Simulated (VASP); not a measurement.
# Si3N4 (I-43d) in VASP: single point with PBE

Aim: the single point of Si3N4 with PBE.

Everything below comes from runs of VASP 6.6.1. Logs are shortened: lines on timing, memory, paths and dates and some standing lists are left out, and cuts for length are marked.

## (1) The crystal as given

The structure is cubic, space group I-43d (No. 220). Conventional cell: a = 6.475 Å, b = 6.475 Å, c = 6.475 Å, α = 90.00°, β = 90.00°, γ = 90.00°. Si (site symmetry -4) has 4 N at 1.75 Å as nearest neighbours. N (site symmetry 3) has 3 Si at 1.75 Å as nearest neighbours.

Measurements of this composition are mostly on another form, of space group No. 176.

## (2) Single point, PBE

INCAR

```
SYSTEM = Si3N4
PREC = Accurate ; ENCUT = 520
EDIFF = 1E-7 ; ISMEAR = -1
SIGMA = 0.02 ; LREAL = .False.
LASPH = .True. ; NELM = 100
ALGO = Fast ; ISIF = 2
LWAVE = .False. ; LCHARG = .False.
GGA = PE ; NBANDS = 45
```

KPOINTS

```
Automatic mesh
0
Gamma
  6 6 6
  0 0 0
```

POSCAR

```
Si3N4
1.0
   -3.2373500000      3.2373500000      3.2373500000
    3.2373500000     -3.2373500000      3.2373500000
    3.2373500000      3.2373500000     -3.2373500000
Si N
6 8
Direct
    0.2500000000      0.1250000000      0.8750000000
    0.8750000000      0.2500000000      0.1250000000
    0.7500000000      0.3750000000      0.6250000000
    0.6250000000      0.7500000000      0.3750000000
    0.1250000000      0.8750000000      0.2500000000
    0.3750000000      0.6250000000      0.7500000000
    0.5628000000      0.5628000000      0.5628000000
    0.4372000000      0.5000000000      0.0000000000
    0.5000000000      0.0000000000      0.9372000000
    0.0000000000      0.4372000000      0.5000000000
    0.9372000000      0.5000000000      0.0000000000
    0.0628000000      0.0628000000      0.0628000000
    0.0000000000      0.9372000000      0.5000000000
    0.5000000000      0.0000000000      0.4372000000
```

Potentials or basis: VASP PAW PBE potentials, release 64 (Si, N).

Command:

```bash
$ cat potpaw_PBE.64/Si/POTCAR potpaw_PBE.64/N/POTCAR > POTCAR
$ mpirun -np 1 vasp_std > vasp.out
```

OUTCAR:

```text
SYSTEM = Si3N4
   PREC = Accurate
   ENCUT = 520
   EDIFF = 1E-7
   ISMEAR = -1
   LREAL = .False.
   LASPH = .True.
   NELM = 100
   ISIF = 2
   GGA = PE

 ion  position               nearest neighbor table
   1  0.250  0.125  0.875-  12 1.75   9 1.75   8 1.75  13 1.75   4 3.03   6 3.03   2 3.03   5 3.03
                             6 3.03   4 3.03   2 3.03   5 3.03
   2  0.875  0.250  0.125-  10 1.75  11 1.75  12 1.75   9 1.75   5 3.03   6 3.03   1 3.03   6 3.03
                             3 3.03   1 3.03   3 3.03   5 3.03
   3  0.750  0.375  0.625-   7 1.75  10 1.75  11 1.75  14 1.75   6 3.03   5 3.03   4 3.03   5 3.03
                             2 3.03   2 3.03   4 3.03   6 3.03
   4  0.625  0.750  0.375-   7 1.75   8 1.75  13 1.75  14 1.75   3 3.03   5 3.03   1 3.03   6 3.03
                             1 3.03   5 3.03   6 3.03   3 3.03
   5  0.125  0.875  0.250-  11 1.75  12 1.75  13 1.75  14 1.75   1 3.03   4 3.03   3 3.03   2 3.03
                             3 3.03   4 3.03   1 3.03   2 3.03
   6  0.375  0.625  0.750-  10 1.75   8 1.75   9 1.75   7 1.75   4 3.03   1 3.03   2 3.03   1 3.03
                             3 3.03   2 3.03   4 3.03   3 3.03
   7  0.563  0.563  0.563-   4 1.75   3 1.75   6 1.75
   8  0.437  0.500  0.000-   1 1.75   4 1.75   6 1.75
   9  0.500  0.000  0.937-   1 1.75   6 1.75   2 1.75
  10  0.000  0.437  0.500-   6 1.75   3 1.75   2 1.75
  11  0.937  0.500  0.000-   5 1.75   3 1.75   2 1.75
  12  0.063  0.063  0.063-   1 1.75   2 1.75   5 1.75
  13  0.000  0.937  0.500-   1 1.75   4 1.75   5 1.75
  14  0.500  0.000  0.437-   4 1.75   5 1.75   3 1.75

  LATTYP: Found a body centered cubic cell.
 ALAT       =     6.4747000000

  Lattice vectors:

 A1 = (  -3.2373500000,   3.2373500000,   3.2373500000)
 A2 = (   3.2373500000,  -3.2373500000,   3.2373500000)
 A3 = (   3.2373500000,   3.2373500000,  -3.2373500000)

Analysis of symmetry for initial positions (statically):
=====================================================================
 Subroutine PRICEL returns:
 Original cell was already a primitive cell.

 Routine SETGRP: Setting up the symmetry group for a
 body centered cubic supercell.

 Subroutine GETGRP returns: Found 24 space group operations
 (whereof  3 operations were pure point group operations)
 out of a pool of 48 trial point group operations.

The static configuration has the point symmetry C_3 .
 The point group associated with its full space group is T_d .

Analysis of symmetry for dynamics (positions and initial velocities):
=====================================================================
[... 144 lines left out ...]
   IMIX   =      4    mixing-type and parameters
     AMIX     =   0.40;   BMIX     =  1.00
     AMIX_MAG =   1.60;   BMIX_MAG =  1.00
  volume/ion in A,a.u.               =       9.69        65.42
  Fermi-wavevector in a.u.,A,eV,Ry     =   1.274261  2.408005 22.092350  1.623742
  Thomas-Fermi vector in A             =   2.407039
   LORBIT       =      0    0 simple, 1 ext, 2 COOP (PROOUT), +10 PAW based schemes
   GGA     = PE    functional components
   LHFCALC =     F    Hartree Fock is set to
   AEXX    =    0.0000 exact exchange contribution
   IVDW    =     0    specifies the selected vdW correction
   LEPSILON=     F    determine dielectric tensor
   LRPA    =     F    only Hartree local field effects (RPA)
 non-spin polarized calculation
 RMM-DIIS sequential band-by-band and
  energy-cutoff  :      520.00
  volume of cell :      135.72
 maximum number of plane-waves:      3675
 NGX is ok and might be reduce to    42
   NGX = 21   NGY = 21   NGZ = 21

 number of electron      64.0000001 magnetization

 Free energy of the ion-electron system (eV)
  ---------------------------------------------------
  ext. energy  EPLUGINS =         0.00000000
  ---------------------------------------------------
  free energy    TOTEN  =      -113.14660377 eV

  energy without entropy =     -113.14660377  energy(sigma->0) =     -113.14660377

 E-fermi :   8.2045     XC(G=0): -11.3777

 val. band max:        7.7035178770   @ k =   0.3333   0.3333   0.0000
 cond. band min:      11.7729722769   @ k =  -0.1667   0.1667   0.1667
 fundamental gap:      4.0694543999
 Fermi energy:         8.2044682324

 k-point     1 :       0.0000    0.0000    0.0000
  band No.  band energies     occupation
      1     -10.4787      2.00000
      2      -7.6053      2.00000
      3      -7.6053      2.00000
      4      -7.6053      2.00000
      5      -7.0915      2.00000
      6      -7.0915      2.00000
[... 741 lines left out ...]
     43      16.2489      0.00000
     44      16.2489      0.00000
 [bands above 44 left out]

------------------------ aborting loop because EDIFF is reached ----------------------------------------

  FORCE on cell =-STRESS in cart. coord.  units (eV):
  Direction    XX          YY          ZZ          XY          YZ          ZX
  --------------------------------------------------------------------------------------
  -------------------------------------------------------------------------------------
  Total        1.3982751      1.3982751      1.3982751      0.0000000      0.0000000     -0.0000000
  in kB       16.5072315     16.5072315     16.5072315      0.0000000      0.0000000     -0.0000000
  external PRESSURE =      16.5072315 kB  Pullay stress =       0.0000000 kB

 VOLUME and BASIS-vectors are now :
 -----------------------------------------------------------------------------
  energy-cutoff  :      520.00
  volume of cell :      135.72
      direct lattice vectors                 reciprocal lattice vectors
    -3.237350000  3.237350000  3.237350000     0.000000000  0.154447310  0.154447310
     3.237350000 -3.237350000  3.237350000     0.154447310  0.000000000  0.154447310
     3.237350000  3.237350000 -3.237350000     0.154447310  0.154447310  0.000000000

 POSITION                                       TOTAL-FORCE (eV/Angst)
 -----------------------------------------------------------------------------------
      2.42801      3.23735     -1.61868        -0.000000      0.000000      0.000000
     -1.61868      2.42801      3.23735        -0.000000      0.000000      0.000000
      0.80934      3.23735      1.61868        -0.000000      0.000000      0.000000
      1.61868      0.80934      3.23735        -0.000000      0.000000      0.000000
      3.23735     -1.61868      2.42801        -0.000000      0.000000      0.000000
      3.23735      1.61868      0.80934        -0.000000      0.000000      0.000000
      1.82198      1.82198      1.82198        -0.009039     -0.009039     -0.009039
      0.20331     -0.20331      3.03404        -0.009039      0.009039      0.009039
      1.41537      4.65272     -1.41537         0.009039      0.009039     -0.009039
      3.03404      0.20331     -0.20331         0.009039     -0.009039      0.009039
     -1.41537      1.41537      4.65272        -0.009039      0.009039      0.009039
      0.20331      0.20331      0.20331        -0.009039     -0.009039     -0.009039
      4.65272     -1.41537      1.41537         0.009039     -0.009039      0.009039
     -0.20331      3.03404      0.20331         0.009039      0.009039     -0.009039
 -----------------------------------------------------------------------------------
    total drift:                                0.000001      0.000001      0.000001

  FREE ENERGIE OF THE ION-ELECTRON SYSTEM (eV)
  ---------------------------------------------------
  free  energy   TOTEN  =      -113.1466037705 eV

  energy  without entropy=     -113.1466037705  energy(sigma->0) =     -113.14660377
```

OSZICAR:

```text
N       E                     dE             d eps       ncg     rms          rms(c)
DAV:   1     0.256258849804E+03    0.25626E+03   -0.31280E+04  1440   0.132E+03
DAV:   2    -0.109214008401E+03   -0.36547E+03   -0.34826E+03  1863   0.273E+02
[... 11 lines left out ...]
RMM:  14    -0.113146626166E+03   -0.13549E-04   -0.62515E-05  1861   0.330E-02    0.368E-02
RMM:  15    -0.113146602928E+03    0.23238E-04   -0.14679E-04  1809   0.479E-02    0.113E-02
RMM:  16    -0.113146603939E+03   -0.10114E-05   -0.15760E-05  1832   0.260E-02    0.646E-03
RMM:  17    -0.113146603941E+03   -0.15525E-08   -0.31405E-06  1864   0.738E-03    0.433E-03
RMM:  18    -0.113146603720E+03    0.22056E-06   -0.15827E-06  1772   0.583E-03    0.203E-03
RMM:  19    -0.113146603770E+03   -0.50080E-07   -0.23576E-07  1349   0.257E-03
   1 F= -.11314660E+03 E0= -.11314660E+03  d E =-.236897E-11
```

stdout:

```text
POSCAR found type information on POSCAR SiN
 POSCAR found :  2 types and      14 ions
 scaLAPACK will be used
 LDA part: xc-table for (Slater+PW92), standard interpolation
 POSCAR, INCAR and KPOINTS ok, starting setup
 FFT: planning ... GRIDC
 FFT: planning ... GRID_SOFT
 FFT: planning ... GRID
 WAVECAR not read
 entering main loop
```

Run time: 1.8 min. Hardware: 1 thread of AMD EPYC 9R45 (Zen 5), shared host; peak memory 0.24 GiB.

Results:

```
Free energy            : -113.1466 eV
Pressure               : 1.7 GPa
Largest force          : 0.016 eV/Å
Band gap on the k mesh : 4.07 eV, indirect (least direct gap 4.25 eV)
```

Forces on the atoms (eV/Å):
```
Si   0.000  0.000  0.000
Si   0.000  0.000  0.000
Si   0.000  0.000  0.000
Si   0.000  0.000  0.000
Si   0.000  0.000  0.000
Si   0.000  0.000  0.000
N   -0.009 -0.009 -0.009
N   -0.009  0.009  0.009
N    0.009  0.009 -0.009
N    0.009 -0.009  0.009
N   -0.009  0.009  0.009
N   -0.009 -0.009 -0.009
N    0.009 -0.009  0.009
N    0.009  0.009 -0.009
```

A k mesh can miss the band edges. As with any semilocal functional, this PBE gap is likely too small.
